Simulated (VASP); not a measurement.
**Hf: single point with PBEsol**

Crystal: Hf.

```
CELL_PARAMETERS angstrom
-0.04347 2.20748 2.21336
2.16276 -0.04267 2.21256
2.17201 2.21592 -0.05192
ATOMIC_POSITIONS crystal
Hf 0.00193 0.98878 0.99658
```

The cell isn't the ideal one: cell strained at random at fixed volume.

* Program: VASP 6.6.1
* Task: single point
* Functional: PBEsol
* Potentials or basis: VASP PAW PBE potentials, release 64 (Hf_pv)
* Cutoff: 520 eV
* k mesh: 10 × 10 × 10
* Occupations: fermi-dirac, width 0.05 eV
* Spin: no spin polarisation
* Ladder: free
* Further INCAR settings: ALGO = Normal; EDIFF = 1e-07; NBANDS = 11

| Quantity | Value |
| --- | --- |
| Pressure | -2.0 GPa |
| Band gap on the k mesh | none (metal or under the smearing width) |

Stress tensor (GPa, compression positive):
```
-1.37  1.23  1.74
 1.23 -2.24  1.59
 1.74  1.59 -2.38
```

Levels at points of the mesh, in eV from the Fermi level:
| k point | band 2 | band 3 | band 4 | band 5 | band 6 | band 7 | band 8 | band 9 |
| --- | --- | --- | --- | --- | --- | --- | --- | --- |
| (0.00, 0.00, 0.00) | -29.90 | -29.85 | -7.30 | 1.12 | 1.30 | 1.76 | 4.09 | 4.45 |
| (0.50, 0.00, 0.00) | -30.01 | -29.97 | -3.74 | 0.61 | 0.79 | 1.60 | 6.31 | 6.54 |
| (0.00, 0.50, 0.00) | -30.00 | -29.98 | -3.73 | 0.62 | 0.96 | 1.42 | 6.16 | 6.63 |
| (0.50, 0.50, 0.00) | -30.22 | -30.16 | -3.38 | -2.19 | 2.53 | 6.41 | 6.99 | 7.24 |
| (0.00, 0.00, 0.50) | -29.99 | -29.97 | -3.76 | 0.55 | 1.02 | 1.42 | 6.17 | 6.59 |
| (0.50, 0.00, 0.50) | -30.23 | -30.15 | -3.37 | -2.20 | 2.57 | 6.41 | 6.99 | 7.25 |
| (0.00, 0.50, 0.50) | -30.25 | -30.19 | -3.33 | -2.25 | 2.89 | 6.40 | 7.08 | 7.16 |
| (0.50, 0.50, 0.50) | -30.05 | -30.02 | -3.63 | 0.88 | 0.94 | 1.21 | 6.48 | 6.64 |

Wall time 2.1 min on 1 thread of AMD EPYC 7R43 64-Core Processor (Zen 3), on a shared host, peak memory 0.2 GiB.

Caveat: the PAW data sets were made with another functional, which shifts forces and pressure a little. Spin-orbit coupling is left out, which matters for the levels of Hf.
